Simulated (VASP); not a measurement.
# TiS2: relaxation of cell and atoms with LDA

Sheet: TiS2, a sheet with vacuum.

```
S Ti
1.0
     3.40000    0.00000    0.00000
    -1.70000    2.94449    0.00000
     0.00000    0.00000   18.86000
S Ti
2 1
Cartesian
  0.0000 1.9630 8.0000
  1.7000 0.9815 10.8600
  0.0000 0.0000 9.4300
```

The cell was built by a generator and needn't be a form met in nature.

| Quantity | Value |
| --- | --- |
| Program | VASP 6.6.1 |
| Task | relaxation of cell and atoms |
| Functional | LDA |
| Potentials or basis | VASP PAW LDA potentials, release 64 (S, Ti_sv) |
| Cutoff | 600 eV |
| k mesh | 12 × 12 × 1 |
| Occupations | gaussian, width 0.08 eV |
| Spin | no spin polarisation |
| Dipole correction | no |
| Further INCAR settings | ALGO = Fast; EDIFF = 1e-07; IBRION = 2; EDIFFG = -0.005; NSW = 60; ISIF = 3 |

| Item | Value |
| --- | --- |
| Relaxed volume | 59.98 Å³/atom |
| Relaxed cell | a = 3.319 Å, b = 3.319 Å, c = 18.860 Å, α = 90.00°, β = 90.00°, γ = 120.00° |
| Space group after relaxing (to 0.05 Å) | P-3m1 (No. 164) |
| Energy gained by relaxing | 20.8 meV/atom |
| Ionic steps | 9 |
| Band gap on the k mesh | none (metal or under the smearing width) |

The path:
| step | energy change (eV) | largest force (eV/Å) | pressure (GPa) | volume (Å³) |
| --- | --- | --- | --- | --- |
| 1 | 0.0000 | 0.5695 | -1.73 | 188.81 |
| 2 | -0.0379 | 0.4490 | 1.26 | 175.44 |
| 3 | -0.0622 | 0.0325 | 0.01 | 180.40 |
| 4 | -0.0622 | 0.0454 | 0.04 | 180.23 |
| 5 | -0.0623 | 0.0143 | -0.01 | 180.31 |
| 6 | -0.0623 | 0.0054 | -0.03 | 180.33 |
| 7 | -0.0624 | 0.0026 | -0.01 | 180.07 |
| 8 | -0.0624 | 0.0002 | 0.01 | 179.84 |
| 9 | -0.0624 | 0.0014 | 0.01 | 179.94 |

Final structure:
```cif
data_structure
_symmetry_space_group_name_H-M 'P 1'
_symmetry_Int_Tables_number 1
_cell_length_a 3.3192
_cell_length_b 3.3192
_cell_length_c 18.8600
_cell_angle_alpha 90.000
_cell_angle_beta 90.000
_cell_angle_gamma 120.000
_cell_volume 179.94
loop_
_atom_site_label
_atom_site_type_symbol
_atom_site_fract_x
_atom_site_fract_y
_atom_site_fract_z
_atom_site_occupancy
S1 S 0.33333 0.66667 0.42487 1
S2 S 0.66667 0.33333 0.57513 1
Ti1 Ti 0.00000 0.00000 0.50000 1
```

Levels at points of the mesh, in eV from the Fermi level:
```tsv
k point	band 10	band 11	band 12	band 13	band 14	band 15
(0.00, 0.00, 0.00)	-1.52	0.29	0.29	0.54	0.54	1.10
(0.50, 0.00, 0.00)	-2.71	-1.93	-1.21	0.01	1.74	2.19
```

Wall time 6.8 min on 2 MPI ranks on Intel(R) Xeon(R) Platinum 8488C (Sapphire Rapids), on a shared host, peak memory 0.31 GiB a rank.
